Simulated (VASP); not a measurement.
Write the native input for VASP 6.6.1 that does the following.

| Quantity | Value |
| --- | --- |
| Task | relaxation of cell and atoms |
| Functional | PBEsol |
| Potentials or basis | VASP PAW PBE potentials, release 64 (Se) |
| Cutoff | 520 eV |
| k mesh | 21 × 21 × 21 |
| Occupations | gaussian, width 0.1 eV |
| Spin | non-collinear spin, zero start, spin-orbit coupling |
| Starting moments | [[0.0, 0.0, 0.0]] μB |
| Target pressure | 250 GPa |
| Further INCAR settings | ALGO = Fast; EDIFF = 1e-07; IBRION = 2; EDIFFG = -0.002; NSW = 80; ISIF = 3 |
| Target pressure | 250 GPa |

The structure of Se lies in POSCAR:

```
Se                                      
1.0
    1.9623114520      1.1329179133      0.8011824490
   -1.9623114520      1.1329179133      0.8011824490
    0.0000000000     -2.2658229968      0.8011642924
  Se            
     1
Direct
     0.0000000000000000    0.0000000000000000    0.0000000000000000
```

This isn't the form of Se at room conditions, which is trigonal, of chains.

The input as run:

INCAR

```
  ALGO = Fast
  EDIFF = 1E-7
  EDIFFG = -0.002
  ENCUT = 520
  GGA = PS
  GGA_COMPAT = False
  IBRION = 2
  ISIF = 3
  ISMEAR = 0
  KPAR = 4
  LASPH = True
  LCHARG = False
  LNONCOLLINEAR = True
  LORBIT = 11
  LREAL = False
  LSORBIT = True
  LWAVE = False
  MAGMOM = 0 0 0
  NELM = 100
  NSW = 80
  PREC = Accurate
  PSTRESS = 2500
  SIGMA = 0.1
```

KPOINTS

```
k-points
0
Gamma
  21 21 21
```

Potentials or basis: VASP PAW PBE potentials, release 64 (Se).

The run is started by

```bash
$ cat potpaw_PBE.64/Se/POTCAR > POTCAR
$ mpirun -np 4 vasp_ncl > vasp.out
```

Results of the run:

| Property | Result |
| --- | --- |
| Relaxed volume | 9.89 Å³/atom |
| Relaxed cell | a = 2.342 Å, b = 2.342 Å, c = 2.342 Å, α = 109.47°, β = 109.47°, γ = 109.47° |
| Space group after relaxing (to 0.05 Å) | Im-3m (No. 229) |
| Energy change on relaxing (the enthalpy is what falls) | +1079.1 meV/atom |
| Ionic steps | 18 |
| Pressure after relaxing | 250.0 GPa |
| Net moment | 0.00 μB per cell |
| Valence electrons inside the program's atomic spheres | Se 4.42 |

Caveat: the cell is relaxed towards a set pressure, so the enthalpy falls and the energy may rise; the PAW data sets were made with another functional, which shifts forces and pressure a little.

Run time: 11 min on 4 MPI ranks on Intel(R) Xeon(R) Platinum 8488C (Sapphire Rapids) (shared host), peak memory 0.63 GiB a rank.
